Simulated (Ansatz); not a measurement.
# Cu (P6_3/mmc) in Ansatz: notebook

The runs below take Cu through single point, equation of state, with LDA.

Program: Ansatz 0.2.0. These are calculated values, not measurements. Logs are shortened: lines on timing, memory, paths and dates and some standing lists are left out, and cuts for length are marked.

## 1. The crystal as given

Symmetry: P6_3/mmc, No. 194, hexagonal system. Conventional cell: a = 2.534 Å, b = 2.534 Å, c = 4.113 Å, α = 90.00°, β = 90.00°, γ = 120.00°. Around Cu (site symmetry -6m2) lie 12 Cu at 2.52 to 2.53 Å.

This isn't the form of Cu at room conditions, which is fcc.

## 2. Single point, LDA, 10.75 Å³/atom (volume scaled by 0.94)

Contents of input.yaml:

```yaml
crystal:
  lattice:
    - [2.4823658959, 0.0, 0.0]
    - [-1.2411829479, 2.1497919273, 0.0]
    - [0.0, 0.0, 4.0286174227]
  atoms:
    - { symbol: Cu, position: [0.6666666667, 0.3333333333, 0.75] }
    - { symbol: Cu, position: [0.3333333333, 0.6666666667, 0.25] }
kpoints:
  mp_grid: { grid: [12, 12, 7] }
scf:
  occupations: { method: fermi_dirac, width: 0.05 }
hamiltonian:
  xc: lda
  pseudopotentials: { kind: all_electron, lapw: { basis_error: 0.001 } }
output:
  forces: true
  stress: true
  eigenvalues: true
```

Potentials or basis: all-electron LAPW, scalar-relativistic.

Launch:

```console
> ansatz run input.yaml --threads 1 --pin off --max-ram 3072MiB --backend cpu --events-out ev --progress --plain --runs-dir out
```

Standard output:

```text
Warning: RAYON_NUM_THREADS=1 ignored (pool sized by the plan → 1); use --threads N
LAPW: plane waves up to 9.146 Å⁻¹, error target 1.0e-3 eV per atom; small_component_spin mean_spin; Cu in spheres of 1.236 Å, 19 of its electrons in bands, Dirac shells [] (how accurate: hamiltonian.pseudopotentials.lapw.basis_error, Limitations)
Engine: ansatz 0.2.0, aarch64-unknown-linux-gnu
Pseudopotentials: kind: all_electron
Pseudopotential: Cu, LAPW, valence charge 19, lapw/all_electron/scalar/gaussian/Cu, Koelling and Harmon's equation, gaussian nucleus
Functional definition: SPW92
  exchange = slater_x
  correlation = pw_c
Crystal: 2 atoms, lattice volume = 21.499 Å³
Basis set: ecut = 318.71914725687066 eV, 287 PW (Γ), exchange–correlation at level 2
Bands: 23, of which v1, the nominal top of the filled ones, is band 19 counted from 1 (18 counted from 0)
Symmetry: 24 space group operations
Space group: P63/mmc (ITA 194), of the structure as read, at distance tolerance 2.8e-5 Å
k-points: 76 of 1008
Non-local potential: Cu, projectors of the file, none
Initial density: superposition of atomic densities (chi_scale 0.1, normalization cell)
Initial wavefunctions: plane waves of lowest kinetic energy (no species holds an atomic orbital)
Functional: x = slater, c = lda
iter 1 solved again at ethr=6.59e-4 eV; its pass at ethr=1.00e-1 eV (dr2=2.50e-1 eV) is discarded
SCF iter   1: F=—  HF=-89931.845690 eV  |F-HF|=—  |Δ(HF+E_count)|=         —  Δρ=5.16e-2  dr2=2.51e-1  ethr=6.59e-4  ⟨swp⟩=2.3  Hψ=12257  notcnv=0
preconditioner: auto → none  [metal: Δε(μ)=0.028 eV  Ē_g=10.691 eV  σ=0.050 eV  W_gap=0.14  n_scr=8 (ndim 8)  ℏωp=37.6 eV  f_vac=0.000  D(μ)=1.62/eV (n_scr^D=22)  sad-step TF]
SCF iter   2: F=—  HF=-89933.116042 eV  |F-HF|=—  |Δ(HF+E_count)|=    1.27e0  Δρ=2.40e-2  dr2=4.25e-2  ethr=6.59e-4  ⟨swp⟩=3.0  Hψ=6341  notcnv=0
iter 3 solved again at ethr=3.72e-6 eV; its pass at ethr=1.12e-4 eV (dr2=1.41e-3 eV) is discarded
SCF iter   3: F=—  HF=-89929.961162 eV  |F-HF|=—  |Δ(HF+E_count)|=    3.15e0  Δρ=3.06e-3  dr2=1.42e-3  ethr=3.72e-6  ⟨swp⟩=2.0  Hψ=9761  notcnv=0
SCF iter   4: F=—  HF=-89929.840567 eV  |F-HF|=—  |Δ(HF+E_count)|=   1.21e-1  Δρ=4.79e-3  dr2=2.29e-3  ethr=3.72e-6  ⟨swp⟩=3.0  Hψ=6063  notcnv=0
SCF iter   5: F=—  HF=-89929.830776 eV  |F-HF|=—  |Δ(HF+E_count)|=   9.79e-3  Δρ=6.07e-4  dr2=3.91e-5  ethr=3.72e-6  ⟨swp⟩=2.8  Hψ=5120  notcnv=0
SCF iter   6: F=—  HF=-89929.830704 eV  |F-HF|=—  |Δ(HF+E_count)|=   7.12e-5  Δρ=2.05e-5  dr2=5.39e-8  ethr=1.03e-7  ⟨swp⟩=2.0  Hψ=4984  notcnv=0
SCF iter   7: F=-89929.830704 eV  HF=-89929.830704 eV  |F-HF|=6.81e-8  |Δ(HF+E_count)|=   8.69e-8  Δρ=2.90e-6  dr2=1.10e-9  ethr=1.42e-10  ⟨swp⟩=3.0  Hψ=5572  notcnv=0
SCF 1 converged in 7 iterations: F = -89929.830704 eV  dr2 = 1.10e-9
SCF converged after 7 iterations
Free energy (F): -89929.830704 eV
Harris-Foulkes:  -89929.830704 eV  (|F-HF|=6.81e-8)
Internal energy: -89929.822828 eV  (E = F + TS)
E sigma→0 (E₀):  -89929.826766 eV
Entropy (-TS):   -0.007876 eV (-3.938 meV/atom)
Fermi energy:    18.238127 eV
--- Per-component energies (eV) ---
  E_band       = -664.076056
  E_kinetic    = 91439.241464
  E_xc         = -3540.987614
  E_electrostatic = -177828.076678  (all electrons and nuclei)
  E_smearing   = -0.007876  (= −TS)
  E_closure    = 0.000000  (closes the sum)
  E_atoms      = -89920.347727  (free atoms, spherical and without spin; not in F)
  Σ components = -89929.830704   (vs F -89929.830704, Δ=0.00e0)
  Basis errors (estimates in eV, not in F): energy 2.0e-4 per atom: plane waves 1.9e-4 (9.7e-5 summed), levels above the bands 1.1e-68, relativity 2.2e-9, radial functions 3.8e-6, core shells 4.3e-11; eigenvalues (radial functions only) 6.6e-7; not estimated: angular momenta, meshes, grids; target (lapw.basis_error) 1.0e-3; muffin-tin radii Cu 1.236 Å
--- Forces (eV/Å), atoms counted from 1 ---
  atom   1  Cu    -0.00000000    -0.00000000     0.00000000
  atom   2  Cu     0.00000000     0.00000000    -0.00000000
  max |Σ_I F_I| component: 2.31e-18 eV/Å
--- Stress (GPa, compression-positive) ---
        2.544585      -0.000000      -0.000000
       -0.000000       2.544585       0.000000
       -0.000000       0.000000       3.220175
  P = ⅓ Tr σ = 2.7698 GPa (27.698 kbar)
--- Band table (eV; the first three rows and the last of 76) ---
  k-point 0: bands = ["-93.6991", "-93.6754", "-51.5945", "-51.4548", "-51.4548", "-51.4321", "-51.4304", "-51.4304", "8.1192", "12.5909", "14.9459", "14.9949", "14.9949", "15.2465", "15.2465", "15.5559", "15.5559", "16.4549", "16.4549", "17.0277", "22.5736", "40.4230", "41.1719"]
  k-point 1: bands = ["-93.6979", "-93.6766", "-51.5865", "-51.4536", "-51.4536", "-51.4402", "-51.4316", "-51.4316", "8.3200", "12.4786", "14.9024", "14.9541", "14.9541", "15.2026", "15.2026", "15.6551", "15.6551", "16.2467", "16.4437", "16.4437", "23.8484", "40.4173", "41.2436"]
  k-point 2: bands = ["-93.6946", "-93.6799", "-51.5641", "-51.4628", "-51.4502", "-51.4502", "-51.4350", "-51.4350", "8.9096", "11.9826", "14.7910", "14.9046", "14.9046", "15.0975", "15.0975", "15.1512", "15.8677", "15.8677", "16.3933", "16.3933", "26.5716", "37.3641", "40.5879"]
  k-point 75: bands = ["-93.6706", "-93.6706", "-51.5586", "-51.5586", "-51.5308", "-51.5203", "-51.4642", "-51.4642", "13.8795", "13.8795", "13.9422", "14.0489", "14.6271", "14.6271", "15.5116", "15.6794", "16.4760", "16.4760", "22.4573", "22.4573", "23.5047", "24.8376", "25.8872"]
```

Wall time 12 s (1 thread of Arm Neoverse V2, shared host); peak memory 0.35 GiB.

Results:

* Free energy: -89929.8307 eV
* Pressure: 2.8 GPa
* Band gap on the k mesh: none (metal or under the smearing width)

## 3. Single point, LDA, 10.98 Å³/atom (volume scaled by 0.96)

Edit input.yaml of step 2 so:

```diff
@@ -2,5 +2,5 @@
   lattice:
-    - [2.4823658959, 0.0, 0.0]
-    - [-1.2411829479, 2.1497919273, 0.0]
-    - [0.0, 0.0, 4.0286174227]
+    - [2.4998479218, 0.0, 0.0]
+    - [-1.2499239609, 2.1649318059, 0.0]
+    - [0.0, 0.0, 4.0569889027]
   atoms:
```

Potentials or basis: all-electron LAPW, scalar-relativistic.

Launch:

```console
> ansatz run input.yaml --threads 1 --pin off --max-ram 3072MiB --backend cpu --events-out ev --progress --plain --runs-dir out
```

Run time: 12 s. Hardware: 1 thread of Arm Neoverse V2, shared host; peak memory 0.35 GiB.

The run converged. Its results:

* Free energy: -89929.8328 eV
* Pressure: -1.2 GPa
* Band gap on the k mesh: none (metal or under the smearing width)

## 4. Single point, LDA, 11.21 Å³/atom (volume scaled by 0.98)

Edit input.yaml of step 3 so:

```diff
@@ -2,5 +2,5 @@
   lattice:
-    - [2.4998479218, 0.0, 0.0]
-    - [-1.2499239609, 2.1649318059, 0.0]
-    - [0.0, 0.0, 4.0569889027]
+    - [2.5170887971, 0.0, 0.0]
+    - [-1.2585443986, 2.1798628419, 0.0]
+    - [0.0, 0.0, 4.0849690207]
   atoms:
```

Launch:

```console
> ansatz run input.yaml --threads 1 --pin off --max-ram 3072MiB --backend cpu --events-out ev --progress --plain --runs-dir out
```

Run time: 12 s. Hardware: 1 thread of Arm Neoverse V2, shared host; peak memory 0.35 GiB.

It converged, with:

| Property | Result |
| --- | --- |
| Free energy | -89929.8241 eV |
| Pressure | -4.8 GPa |
| Band gap on the k mesh | none (metal or under the smearing width) |

## 5. Single point, LDA, 11.44 Å³/atom

Edit input.yaml of step 4 so:

```diff
@@ -2,5 +2,5 @@
   lattice:
-    - [2.5170887971, 0.0, 0.0]
-    - [-1.2585443986, 2.1798628419, 0.0]
-    - [0.0, 0.0, 4.0849690207]
+    - [2.5340966698, 0.0, 0.0]
+    - [-1.2670483349, 2.1945920917, 0.0]
+    - [0.0, 0.0, 4.112571]
   atoms:
```

Launch:

```console
> ansatz run input.yaml --threads 1 --pin off --max-ram 3072MiB --backend cpu --events-out ev --progress --plain --runs-dir out
```

Run time: 12 s. Hardware: 1 thread of Arm Neoverse V2, shared host; peak memory 0.35 GiB.

It converged, with:

- Free energy: -89929.8059 eV
- Pressure: -7.9 GPa
- Band gap on the k mesh: none (metal or under the smearing width)

## 6. Single point, LDA, 11.66 Å³/atom (volume scaled by 1.02)

Edit input.yaml of step 5 so:

```diff
@@ -2,5 +2,5 @@
   lattice:
-    - [2.5340966698, 0.0, 0.0]
-    - [-1.2670483349, 2.1945920917, 0.0]
-    - [0.0, 0.0, 4.112571]
+    - [2.550879256, 0.0, 0.0]
+    - [-1.275439628, 2.2091262377, 0.0]
+    - [0.0, 0.0, 4.1398073633]
   atoms:
```

Potentials or basis: all-electron LAPW, scalar-relativistic.

Launch:

```console
> ansatz run input.yaml --threads 1 --pin off --max-ram 3072MiB --backend cpu --events-out ev --progress --plain --runs-dir out
```

Wall time 12 s (1 thread of Arm Neoverse V2, shared host); peak memory 0.35 GiB.

The run converged. Its results:

```yaml
Free_energy: -89929.7794 eV
Pressure: -10.6 GPa
Band_gap_on_the_k_mesh: none (metal or under the smearing width)
```

## 7. Single point, LDA, 11.89 Å³/atom (volume scaled by 1.04)

Edit input.yaml of step 6 so:

```diff
@@ -2,5 +2,5 @@
   lattice:
-    - [2.550879256, 0.0, 0.0]
-    - [-1.275439628, 2.2091262377, 0.0]
-    - [0.0, 0.0, 4.1398073633]
+    - [2.5674438712, 0.0, 0.0]
+    - [-1.2837219356, 2.2234716153, 0.0]
+    - [0.0, 0.0, 4.1666899825]
   atoms:
```

Launch:

```console
> ansatz run input.yaml --threads 1 --pin off --max-ram 3072MiB --backend cpu --events-out ev --progress --plain --runs-dir out
```

Wall time 11 s (1 thread of Arm Neoverse V2, shared host); peak memory 0.34 GiB.

Results (log left out):

```yaml
Free_energy: -89929.7455 eV
Pressure: -13.0 GPa
Band_gap_on_the_k_mesh: none (metal or under the smearing width)
```

## 8. Single point, LDA, 12.12 Å³/atom (volume scaled by 1.06)

Edit input.yaml of step 7 so:

```diff
@@ -2,5 +2,5 @@
   lattice:
-    - [2.5674438712, 0.0, 0.0]
-    - [-1.2837219356, 2.2234716153, 0.0]
-    - [0.0, 0.0, 4.1666899825]
+    - [2.5837974578, 0.0, 0.0]
+    - [-1.2918987289, 2.2376342367, 0.0]
+    - [0.0, 0.0, 4.1932301247]
   atoms:
```

Launch:

```console
> ansatz run input.yaml --threads 1 --pin off --max-ram 3072MiB --backend cpu --events-out ev --progress --plain --runs-dir out
```

Run time: 11 s. Hardware: 1 thread of Arm Neoverse V2, shared host; peak memory 0.34 GiB.

Results (log left out):

| Item | Value |
| --- | --- |
| Free energy | -89929.7052 eV |
| Pressure | -15.2 GPa |
| Band gap on the k mesh | none (metal or under the smearing width) |

## 9. Equation of state, LDA

Potentials or basis: all-electron LAPW, scalar-relativistic.

This step only gathers the single runs of the series.

Results:

| Property | Result |
| --- | --- |
| Equilibrium volume | 10.90 Å³/atom |
| Bulk modulus at fixed shape and positions | 187 GPa |
| Pressure derivative of the bulk modulus | 5.0 |

Energy against volume, from the lowest point:
```
volume (Å³/atom)  energy (meV/atom)
          10.749               1.03
          10.978               0.00
          11.207               4.34
          11.436              13.43
          11.664              26.70
          11.893              43.61
          12.122              63.79
```

Caveat: the cell was scaled at fixed shape and fractional positions, which overstates the stiffness of a crystal with free parameters, most of all of layers and chains.
